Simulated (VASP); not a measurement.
# ZnSe (Stilleite) (F-43m) in VASP: further runs

Runs on ZnSe (Stilleite). Level: LDA. Tasks: dielectric tensor.

Program: VASP 6.6.1. These are calculated values, not measurements. Logs are shortened: lines on timing, memory, paths and dates and some standing lists are left out, and cuts for length are marked.

## (1) The crystal as given

Symmetry: F-43m, No. 216, cubic system. The conventional cell has a = 5.668 Å, b = 5.668 Å, c = 5.668 Å, α = 90.00°, β = 90.00°, γ = 90.00°. Se (site symmetry -43m) is surrounded by 4 Zn at 2.45 Å. Zn (site symmetry -43m) has 4 Se at 2.45 Å as nearest neighbours.

## (2) Dielectric tensor, LDA

INCAR

```
ALGO = Normal ; EDIFF = 1E-8
ENCUT = 350 ; GGA = CA
ISIF = 2 ; ISMEAR = 0
LASPH = True ; LCHARG = False
LEPSILON = True ; LREAL = False
LWAVE = False ; NELM = 100
PREC = Accurate ; SIGMA = 0.1
```

KPOINTS

```
k-points
0
Gamma
  10 10 10
```

POSCAR

```
ZnSe
1.0
    0.0000000000      2.8338000000      2.8338000000
    2.8338000000      0.0000000000      2.8338000000
    2.8338000000      2.8338000000      0.0000000000
Se Zn
1 1
Direct
    0.7500000000      0.7500000000      0.7500000000
    0.0000000000      0.0000000000      0.0000000000
```

Potentials or basis: VASP PAW LDA potentials, release 64 (Se, Zn).

Started as:

```console
$ cat potpaw_LDA.64/Se/POTCAR potpaw_LDA.64/Zn/POTCAR > POTCAR
$ mpirun -np 1 vasp_std > vasp.out
```

OUTCAR:

```text
EDIFF = 1E-8
   ENCUT = 350
   GGA = CA
   ISIF = 2
   ISMEAR = 0
   LASPH = True
   LEPSILON = True
   LREAL = False
   NELM = 100
   PREC = Accurate

 Found     47 irreducible k-points:

 Following reciprocal coordinates:
            Coordinates               Weight
  0.000000  0.000000  0.000000      1.000000
  0.100000  0.000000  0.000000      8.000000
  0.200000  0.000000  0.000000      8.000000
  0.300000  0.000000  0.000000      8.000000
  0.400000  0.000000  0.000000      8.000000
  0.500000  0.000000  0.000000      4.000000
   k-points           NKPTS =     47   k-points in BZ     NKDIM =     47   number of bands    NBANDS=     13
   number of dos      NEDOS =    301   number of ions     NIONS =      2
   total plane-waves  NPLWV =  13824
   dimension x,y,z NGX =    24 NGY =   24 NGZ =   24
   dimension x,y,z NGXF=    48 NGYF=   48 NGZF=   48
   ions per type =               1   1
   NGX,Y,Z   is equivalent  to a cutoff of   9.96,  9.96,  9.96 a.u.
   NGXF,Y,Z  is equivalent  to a cutoff of  19.91, 19.91, 19.91 a.u.
 SYSTEM =  unknown system
   PREC   = accura    normal or accurate (medium, high low for compatibility)
   ISTART =      0    job   : 0-new  1-cont  2-samecut
   ICHARG =      2    charge: 1-file 2-atom 10-const
   ISPIN  =      1    spin polarized calculation?
   LNONCOLLINEAR =      F non collinear calculations
   LSORBIT =      F    spin-orbit coupling
   LASPH  =      T    aspherical Exc in radial PAW
   ENCUT  =  350.0 eV  25.72 Ry    5.07 a.u.   6.11  6.11  6.11*2*pi/ulx,y,z
   NELM   =    100;   NELMIN=  2; NELMDL= -5     # of ELM steps
   EDIFF  = 0.1E-07   stopping-criterion for ELM
   LREAL  =      F    real-space projection
   EDIFFG = 0.1E-06   stopping-criterion for IOM
   NSW    =      0    number of steps for IOM
   IBRION =     -1    ionic relax: 0-MD 1-quasi-New 2-CG
   NFREE  =      0    steps in history (QN), initial steepest desc. (CG)
   ISIF   =      2    stress and relaxation
   ISYM   =      2    0-nonsym 1-usesym 2-fastsym
   POTIM  = 0.5000    time-step for ionic-motion
   TEBEG  =    0.0;   TEEND  =   0.0 temperature during run
   PSTRESS=    0.0 pullay stress
   NELECT =      18.0000    total number of electrons
   NUPDOWN=      -1.0000    fix difference up-down
   EMIN   =  10.00;   EMAX   =-10.00  energy-range for DOS
   EFERMI =   0.00;   METHOD = LEGACY
   ISMEAR =     0;   SIGMA  =   0.10  broadening in eV -4-tet -1-fermi 0-gaus
   EFERMI_NEDOS =   21; number of points for ismear=-14 and -15
   IALGO  =     38    algorithm
   IMIX   =      4    mixing-type and parameters
     AMIX     =   0.40;   BMIX     =  1.00
     AMIX_MAG =   1.60;   BMIX_MAG =  1.00
  volume/ion in A,a.u.               =      22.76       153.57
  Fermi-wavevector in a.u.,A,eV,Ry     =   1.201673  2.270834 19.647073  1.444019
  Thomas-Fermi vector in A             =   2.337476
   LORBIT       =      0    0 simple, 1 ext, 2 COOP (PROOUT), +10 PAW based schemes
   GGA     = CA    functional components
   LHFCALC =     F    Hartree Fock is set to
   AEXX    =    0.0000 exact exchange contribution
   IVDW    =     0    specifies the selected vdW correction
   LEPSILON=     T    determine dielectric tensor
   LRPA    =     F    only Hartree local field effects (RPA)
 non-spin polarized calculation
 Gauss-broadening in eV      SIGMA  =   0.10
  energy-cutoff  :      350.00
  volume of cell :       45.51
 maximum number of plane-waves:       692
   NGX = 13   NGY = 13   NGZ = 13

--------------------------------------- Ionic step        1  -------------------------------------------

 number of electron      17.9999993 magnetization

 E-fermi :   1.9247     XC(G=0):  -9.6995

 val. band max:        1.5089328370   @ k =   0.0000   0.0000   0.0000
 cond. band min:       2.5744896861   @ k =   0.0000   0.0000   0.0000
 fundamental gap:      1.0655568491
 Fermi energy:         1.9247050978

 k-point     1 :       0.0000    0.0000    0.0000
  band No.  band energies     occupation
      1     -11.7834      2.00000
      2      -5.1531      2.00000
      3      -5.1531      2.00000
      4      -5.1531      2.00000
      5      -4.7926      2.00000
      6      -4.7926      2.00000
      7       1.5089      2.00000
      8       1.5089      2.00000
      9       1.5089      2.00000
     10       2.5745      0.00000
     11       7.2079      0.00000
     12       7.2079      0.00000
     13       7.2079      0.00000

 k-point     2 :       0.1000    0.0000    0.0000
  band No.  band energies     occupation
      1     -11.7179      2.00000
      2      -5.1496      2.00000
      3      -5.1431      2.00000
      4      -5.1431      2.00000
      5      -4.7938      2.00000
      6      -4.7938      2.00000
      7       0.4836      2.00000
      8       1.4069      2.00000
      9       1.4069      2.00000
     10       3.3932      0.00000
     11       7.1174      0.00000
     12       7.3795      0.00000
     13       7.3795      0.00000

 k-point     3 :       0.2000    0.0000    0.0000
  band No.  band energies     occupation
      1     -11.5375      2.00000
      2      -5.1239      2.00000
      3      -5.1178      2.00000
      4      -5.1178      2.00000
      5      -4.7942      2.00000
      6      -4.7942      2.00000
      7      -0.9297      2.00000
      8       1.1636      2.00000
      9       1.1636      2.00000
     10       4.0197      0.00000
     11       7.4475      0.00000
     12       7.7226      0.00000
     13       7.7226      0.00000

 k-point     4 :       0.3000    0.0000    0.0000
  band No.  band energies     occupation
      1     -11.2944      2.00000
      2      -5.0906      2.00000
      3      -5.0906      2.00000
      4      -5.0355      2.00000
      5      -4.7895      2.00000
      6      -4.7895      2.00000
      7      -2.2358      2.00000
      8       0.8980      2.00000
      9       0.8980      2.00000
     10       4.0558      0.00000
     11       7.8889      0.00000
     12       7.8889      0.00000
     13       8.5008      0.00000

 k-point     5 :       0.4000    0.0000    0.0000
  band No.  band energies     occupation
      1     -11.0775      2.00000
      2      -5.0731      2.00000
      3      -5.0731      2.00000
      4      -4.8350      2.00000
      5      -4.7799      2.00000
      6      -4.7799      2.00000
      7      -3.2789      2.00000
      8       0.7039      2.00000
      9       0.7039      2.00000
     10       3.9332      0.00000
     11       7.8392      0.00000
     12       7.8392      0.00000
     13       9.5450      0.00000

 k-point     6 :       0.5000    0.0000    0.0000
  band No.  band energies     occupation
      1     -10.9889      2.00000
      2      -5.0674      2.00000
      3      -5.0674      2.00000
      4      -4.7745      2.00000
      5      -4.7745      2.00000
      6      -4.6332      2.00000
      7      -3.7845      2.00000
      8       0.6336      2.00000
      9       0.6336      2.00000
     10       3.8771      0.00000
     11       7.7916      0.00000
     12       7.7916      0.00000
     13       9.8602      0.00000

 [... further k-points ...]

  FORCE on cell =-STRESS in cart. coord.  units (eV):
  Direction    XX          YY          ZZ          XY          YZ          ZX
  --------------------------------------------------------------------------------------
  -------------------------------------------------------------------------------------
  Total       -0.9451537     -0.9451537     -0.9451537      0.0000000      0.0000000      0.0000000
  in kB      -33.2717336    -33.2717336    -33.2717336      0.0000000      0.0000000      0.0000000
  external PRESSURE =     -33.2717336 kB  Pullay stress =       0.0000000 kB

 VOLUME and BASIS-vectors are now :
 -----------------------------------------------------------------------------
  energy-cutoff  :      350.00
  volume of cell :       45.51
      direct lattice vectors                 reciprocal lattice vectors
     0.000000000  2.833800000  2.833800000    -0.176441527  0.176441527  0.176441527
     2.833800000  0.000000000  2.833800000     0.176441527 -0.176441527  0.176441527
     2.833800000  2.833800000  0.000000000     0.176441527  0.176441527 -0.176441527

 POSITION                                       TOTAL-FORCE (eV/Angst)
 -----------------------------------------------------------------------------------
      4.25070      4.25070      4.25070        -0.000000      0.000000      0.000000
      0.00000      0.00000      0.00000         0.000000     -0.000000     -0.000000
 -----------------------------------------------------------------------------------
    total drift:                                0.000003      0.000003      0.000002

  FREE ENERGIE OF THE ION-ELECTRON SYSTEM (eV)
  ---------------------------------------------------
  free  energy   TOTEN  =        -7.3501541235 eV

  energy  without entropy=       -7.3501541235  energy(sigma->0) =       -7.35015412

 HEAD OF MICROSCOPIC STATIC DIELECTRIC TENSOR (INDEPENDENT PARTICLE, excluding Hartree and local field effects)
 ------------------------------------------------------
           8.551205    -0.000000     0.000000
          -0.000000     8.551205    -0.000000
           0.000000     0.000000     8.551205
 ------------------------------------------------------

 Free energy of the ion-electron system (eV)
  ---------------------------------------------------
  ---------------------------------------------------
  free energy    TOTEN  =        -0.93215391 eV

  energy without entropy =       -0.93215391

------------------------ aborting loop because EDIFF is reached ----------------------------------------

--------------------------------------- Ionic step        2  -------------------------------------------

------------------------ aborting loop because EDIFF is reached ----------------------------------------

--------------------------------------- Ionic step        3  -------------------------------------------

 Free energy of the ion-electron system (eV)
  ---------------------------------------------------
  ---------------------------------------------------
  free energy    TOTEN  =        -0.93215360 eV

  energy without entropy =       -0.93215360

------------------------ aborting loop because EDIFF is reached ----------------------------------------

 PIEZOELECTRIC TENSOR FIELD DIRECTION 3  (e Angst)
 -----------------------------------------------------------------------------
    -0.00083  2.02483  0.00000           (  0.00000 -0.03118  0.00000)
     2.02483 -0.00083  0.00000           ( -0.03118  0.00000  0.00000)
     0.00000  0.00000 -0.00048           (  0.00000  0.00000 -0.00000)

 PIEZOELECTRIC TENSOR FIELD DIRECTION 3  (C/m^2)
 -----------------------------------------------------------------------------
    -0.00029  0.71279  0.00000
     0.71279 -0.00029  0.00000
     0.00000  0.00000 -0.00017

 MACROSCOPIC STATIC DIELECTRIC TENSOR (including local field effects in DFT)
 ------------------------------------------------------
           8.026501    -0.000000    -0.000000
          -0.000000     8.026501    -0.000000
           0.000000     0.000000     8.026501
 ------------------------------------------------------

 PIEZOELECTRIC TENSOR (including local field effects)  for field in x, y, z        (e  Angst)
          XX          YY          ZZ          XY          YZ          ZX
  --------------------------------------------------------------------------------
  x     0.00000    -0.00000    -0.00000     0.00000     2.03633     0.00000
  y     0.00000     0.00000    -0.00000     0.00000     0.00000     2.03633
  z    -0.00000     0.00000     0.00000     2.03633     0.00000     0.00000

 PIEZOELECTRIC TENSOR (including local field effects)  for field in x, y, z        (C/m^2)
          XX          YY          ZZ          XY          YZ          ZX
  --------------------------------------------------------------------------------
  x     0.00000    -0.00000    -0.00000     0.00000     0.71684     0.00000
  y     0.00000     0.00000    -0.00000     0.00000     0.00000     0.71684
  z    -0.00000     0.00000     0.00000     0.71684     0.00000     0.00000

 BORN EFFECTIVE CHARGES (including local field effects) (in |e|, cummulative output)
 ---------------------------------------------------------------------------------
 ion    1
    1    -2.06570     0.00000     0.00000
    2     0.00000    -2.06570     0.00000
    3     0.00000     0.00000    -2.06570
 ion    2
    1     2.06570     0.00000     0.00000
    2     0.00000     2.06570     0.00000
    3    -0.00000     0.00000     2.06570
```

It took 1.7 min on 1 thread of Intel Xeon Platinum 8488C (Sapphire Rapids), shared host; peak memory 0.25 GiB.

The run converged, but some of its settings lie outside the range that counts as converged, so its numbers aren't taken as properties of the crystal.

What came out:

| Property | Result |
| --- | --- |
| Band gap on the k mesh | 1.07 eV, direct |
| Electronic dielectric tensor (diagonal) | 8.03 |
| Born charges (mean of the diagonal) | Se -2.07; Zn +2.07 e |

(Continued in part 2 of 3.)
